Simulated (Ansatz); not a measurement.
# Calculated with Ansatz: TiPbO3, settings compared

Run with:

```bash
ansatz run input.yaml --threads 1 --pin off --max-ram 2560MiB --backend cpu --events-out ev --progress --plain --runs-dir out
```

input.yaml:

```yaml
crystal:
  lattice:
    - [3.9886871, 0.0, 0.0]
    - [0.0, 3.9886871, 0.0]
    - [0.0, 0.0, 4.12495888]
  atoms:
    - { symbol: Pb, position: [0.0, 0.0, 0.0] }
    - { symbol: Ti, position: [0.5, 0.5, 0.5284] }
    - { symbol: O, position: [0.5, 0.5, 0.084] }
    - { symbol: O, position: [0.5, 0.0, 0.582] }
    - { symbol: O, position: [0.0, 0.5, 0.582] }
  symmetry: { tolerance: 0.0003 }
kpoints:
  mp_grid: { grid: [5, 5, 5], shift: [0, 0, 0] }
magnetization:
  spin_polarized: false
scf:
  occupations: { method: gaussian, width: 0.2479 }
hamiltonian:
  pseudopotentials: { kind: paw }
  xc: r2scan
basis:
  ecutwfc: 500
output:
  forces: true
  stress: true
  eigenvalues: true
```

Origin of the cell: a database entry, scaled a little.

Output of this run (shortened):

```
Pseudopotentials: kind: paw
Pseudopotential: Pb, paw, valence charge 14, recommended cutoff 500 eV (meta_gga), Pb.paw.azcp
Pseudopotential: Ti, paw, valence charge 12, recommended cutoff 500 eV (meta_gga), Ti.paw.azcp
Pseudopotential: O, paw, valence charge 6, recommended cutoff 500 eV (meta_gga), O.paw.azcp
Functional definition: r2SCAN
  exchange = r2scan_x(k0 = k0, k1 = k1, a1 = a1)
  correlation = r2scan_c
Crystal: 5 atoms, lattice volume = 65.627 Å³
Basis set: ecut = 500 eV, 1663 PW (Γ), exchange–correlation on 120×120×128 points (64 copies of the dense FFT grid, shifted against one another)
Bands: 27, of which v1, the nominal top of the filled ones, is band 22 counted from 1 (21 counted from 0)
Symmetry: 8 space group operations
[… 11 lines left out …]
Initial density: superposition of atomic densities (neutral atoms: chi_scale 0, normalization atom), corrected by the library's trained network
Functional: x = r2scan, c = r2scan; τ floored in thin density (d = 2e-4 eV/Å³)
SCF iter   1: F=—  HF=-16135.738993 eV  Δρ=2.12e-2  dr2=3.68e-1  dr2_τ=2.12e-1
SCF iter   2: F=—  HF=-16135.761316 eV  Δρ=1.11e-2  dr2=5.00e-2  dr2_τ=2.01e-2  defer=18
SCF iter   3: F=—  HF=-16135.754840 eV  Δρ=3.54e-3  dr2=5.08e-3  dr2_τ=4.01e-4  defer=18
SCF iter   4: F=—  HF=-16135.754643 eV  Δρ=1.41e-3  dr2=8.30e-4  dr2_τ=1.58e-4  defer=18
SCF iter   5: F=—  HF=-16135.754608 eV  Δρ=4.12e-4  dr2=8.18e-5  dr2_τ=1.60e-5  defer=18
SCF iter   6: F=—  HF=-16135.754606 eV  Δρ=1.22e-4  dr2=8.26e-6  dr2_τ=1.19e-6  defer=18
SCF iter   7: F=—  HF=-16135.754608 eV  Δρ=3.40e-5  dr2=5.26e-7  dr2_τ=5.29e-8  defer=18
SCF iter   8: F=-16135.754608 eV  HF=-16135.754608 eV  Δρ=1.16e-5  dr2=9.60e-8  dr2_τ=5.31e-9
SCF 1 converged in 8 iterations: F = -16135.754608 eV  dr2 = 9.60e-8
SCF converged after 8 iterations
Free energy (F): -16135.754608 eV
Harris-Foulkes:  -16135.754608 eV  (|F-HF|=5.98e-8)
Internal energy: -16135.754608 eV  (E = F + TS)
E sigma→0 (E₀):  -16135.754608 eV
Fermi energy:    10.276988 eV
--- Per-component energies (eV) ---
  E_band       = -237.102451
  E_kinetic    = 1082.570564
  E_local      = -2713.578898  (includes V_loc(G=0)·N_el)
  E_nonlocal   = 494.527197
  E_hartree    = 1038.876163
  E_xc         = -523.740103
  E_vxc        = -597.563946  (∫ρ·V_xc dr)
  E_paw        = -11962.201551  (= ΣΔE_a)
  E_vpaw       = -620.841988  (= ΣTr[D̂ρ^β])
  E_aug_tail   = 0.003151  (compensation charges beyond the density's cutoff)
  E_vtau       = 40.029898  (kinetic-family band-sum trace: ∫τ·v_τ [+ j·A + Jᵃ·Aᵃ] dr)
  E_ewald      = -3552.827355
  E_core_change = 0.616223  (= ΣΔE_core)
  E_smearing   = -0.000000  (= −TS)
  Σ components = -16135.754608   (vs F -16135.754608, Δ=0.00e0)
--- Forces (eV/Å), atoms counted from 1 ---
  atom   1  Pb    -0.000000     0.000000    -0.359560
  atom   2  Ti    -0.000000     0.000000    -0.617548
  atom   3  O      0.000000     0.000000     0.471759
  atom   4  O      0.000000    -0.000000     0.252657
  atom   5  O      0.000000    -0.000000     0.252657
  max |Σ_I F_I| component: 3.56e-5 eV/Å
--- Stress (GPa, compression-positive) ---
       -8.782575      -0.000000      -0.000000
       -0.000000      -8.782575      -0.000000
       -0.000000      -0.000000      -8.159029
  P = ⅓ Tr σ = -8.5747 GPa (-85.747 kbar)
```

The same input was run again with these changes:

1. `magnetization` { spin_polarized: false } → { spin_polarized: true } (starts: flip); `scf.lower_state_search` default → standard; `hamiltonian.pseudopotentials` { kind: paw } → { kind: nc, accuracy: standard }; typed moments: none
2. `basis.ecutwfc` 500 → "58.8 Ry"
3. `basis.ecutrho_ratio` default → 12; `magnetization` { spin_polarized: false } → { spin_polarized: true } (starts: ferro); typed moments: Pb1 1, Ti2 1, O3 3, O4 2, O5 2
4. `basis.ecutrho_ratio` default → 6

```tsv
run	end	SCF iterations	P (GPa)	max force component (eV/Å)	moment (μB)	ΔE(σ→0) (meV/atom)
base	converged	8	-8.57	0.618	–	0
1	converged	10	-10.43	0.658	0.00	–
2	converged	8	-8.58	0.620	–	-3.10
3	converged	19	-8.57	0.617	0.00	0.00
4	converged	8	-8.57	0.617	–	0.00
```

Energies are compared only where functional, datasets, charge and starting cell are the same.

Caveats of the base run: no spin-orbit coupling, though heavy elements are present; wide smearing.

Run 1: spin is on but no moment was typed; the cutoff lies below the datasets' advice; the norm-conserving files were made for PBE, not for this functional.
Run 3: a starting moment was lost; typed moments were cut to what the open shells hold.

Time of the base run: 7.5 s on 1 thread of Intel(R) Xeon(R) Platinum 8375C CPU @ 2.90GHz (Ice Lake), with other jobs on the host, peak memory 0.5 GiB, from the program's own first density.
